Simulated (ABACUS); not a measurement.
The system is Sr.

```
Sr
1.0
    -2.43500    2.43500    2.43500
     2.43500   -2.43500    2.43500
     2.43500    2.43500   -2.43500
Sr
1
Direct
  0.00000 0.00000 0.00000
```

This isn't the form of Sr at room conditions, which is fcc.

```yaml
Program: ABACUS 3.10.1
Task: single point
Functional: PBE
Potentials_or_basis: PseudoDojo NC SR 0.4.1 PBE standard
Cutoff: 925 eV
Density_cutoff: 3701 eV
Basis: plane waves
k_mesh: 8 × 8 × 8
Occupations: fermi-dirac, width 0.05 eV
Spin: no spin polarisation
```

On this cell: pressure -0.7 GPa; band gap on the k mesh none (metal or under the smearing width).

The same run follows on a disturbed copy (cell strained at random at fixed volume):

```
Sr
1.0
    -2.38017    2.47759    2.42469
     2.37795   -2.51859    2.46347
     2.36561    2.50403   -2.46569
Sr
1
Cartesian
  -0.0510 -0.0162 0.0820
```

Question: What does the disturbed cell give?

Answer: The energy (extrapolated to zero smearing) moves by +1.0 meV/atom; pressure -0.7 GPa; band gap on the k mesh none (metal or under the smearing width).

Stress tensor (GPa, compression positive):
```
-0.64  0.08  0.01
 0.08 -0.69  0.20
 0.01  0.20 -0.69
```

Caveats: the cell was measured hot, at 901 K.
